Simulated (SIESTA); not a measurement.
Runs of SIESTA 5.4.2 on In. Symmetry: Im-3m, No. 229, cubic system. Conventional cell: a = 3.765 Å, b = 3.765 Å, c = 3.765 Å, α = 90.00°, β = 90.00°, γ = 90.00°. In (site symmetry m-3m) has 8 In at 3.26 Å as nearest neighbours. This isn't the form of In at room conditions, which is tetragonal.

```tsv
task	level	potentials or basis	cell	k mesh	force tolerance	broadening (eV)	window from (eV)	window to (eV)	energy points	energy shift	gap on the mesh (eV)	pressure (GPa)	relaxed volume (Å³/atom)
relaxation of cell and atoms	LDA	PseudoDojo 0.4 standard (LDA files), DZP (energy shift 0.003 Ry; two zetas on semicore shells)	relaxed	7 × 7 × 7	0.04 eV/Å	-	-	-	-	0.003 Ry	none	-0.1	24.77
density of states	PBEsol	PseudoDojo 0.4 standard (PBEsol files), SZ (energy shift 0.002 Ry; radii capped at 9.5 bohr)	as given	10 × 10 × 10	-	0.1 eV	-10 eV	5 eV	201	0.002 Ry	none	(a)	-
band structure	LDA	PseudoDojo 0.5 standard (PBE files), DZP (energy shift 0.005 Ry)	as given	10 × 10 × 10	-	-	-	-	-	0.005 Ry	none	-1.6	-
band structure	PBEsol	PseudoDojo 0.4 standard (PBEsol files), DZP (energy shift 0.003 Ry; two zetas on semicore shells)	as given	8 × 8 × 8	-	-	-	-	-	0.003 Ry	none	-1.1	-
relaxation of cell and atoms	PBEsol	PseudoDojo 0.4 standard (PBEsol files), DZP (energy shift 0.003 Ry; two zetas on semicore shells)	relaxed	7 × 7 × 7	0.04 eV/Å	-	-	-	-	0.003 Ry	none	-0.1	(b)
```

Alike in all rows: no spin polarisation; smearing fermi-dirac 0.05 eV; grid cutoff 500 Ry.

Question: Fill in the values left out.

Answer: (a) 2.9; (b) 25.84.

Caveats: the basis of atomic orbitals isn't converged, which shifts pressures, moduli and gaps; the basis has no polarisation orbitals (some runs); semicore shells carry a single zeta, which can move pressures by several GPa and volumes by a few percent (some runs); the potentials were made for another functional, which shifts forces and pressure (some runs).

A k mesh can miss the band edges, and the runs leave out spin-orbit coupling on In.

A gap of «none» marks a metal or a gap under the smearing width.

Not every run made on this cell is shown here.
